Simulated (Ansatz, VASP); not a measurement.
# One calculation of Ir, two programs

```
Ir
1.0
    -3.33453    3.33453    3.33453
     3.33453   -3.33453    3.33453
     3.33453    3.33453   -3.33453
Ir
8
Direct
  0.24179 0.24179 0.24179
  0.50000 0.00000 0.25821
  0.25821 0.50000 0.00000
  0.00000 0.25821 0.50000
  0.75821 0.75821 0.75821
  0.50000 0.00000 0.74179
  0.74179 0.50000 0.00000
  0.00000 0.74179 0.50000
```

Alike in both runs: functional PBE; k mesh 4 × 4 × 4; occupations gaussian, width 0.1 eV; no spin polarisation.

Ansatz relaxed the structure, and its values are those at the end. VASP's run is a single point on that final structure, the one shown.

|  | VASP | Ansatz |
| --- | --- | --- |
| version | VASP 6.6.1 | Ansatz 0.2.0 |
| potentials or method | VASP PAW PBE potentials, release 64 (Ir) | scalar-relativistic, plane waves, PAW |
| plane-wave cutoff (eV) | 520 | 420 |
| valence electrons in the cell | 72 | 136 |

Ansatz gave:

* gap on the k mesh at the Fermi level (eV): none
* pressure (GPa): 0.2
* rms of the force components (eV/Å): 0.015

Task: What did VASP give for the same quantities?

Result: gap on the k mesh at the Fermi level (eV): none; pressure (GPa): -0.1; rms of the force components (eV/Å): 0.012.

A gap of «none» marks a metal or a gap that the smearing closes. The two sets of potentials don't hold the same shells in valence.

Spin-orbit coupling is left out, which matters for the levels of Ir.
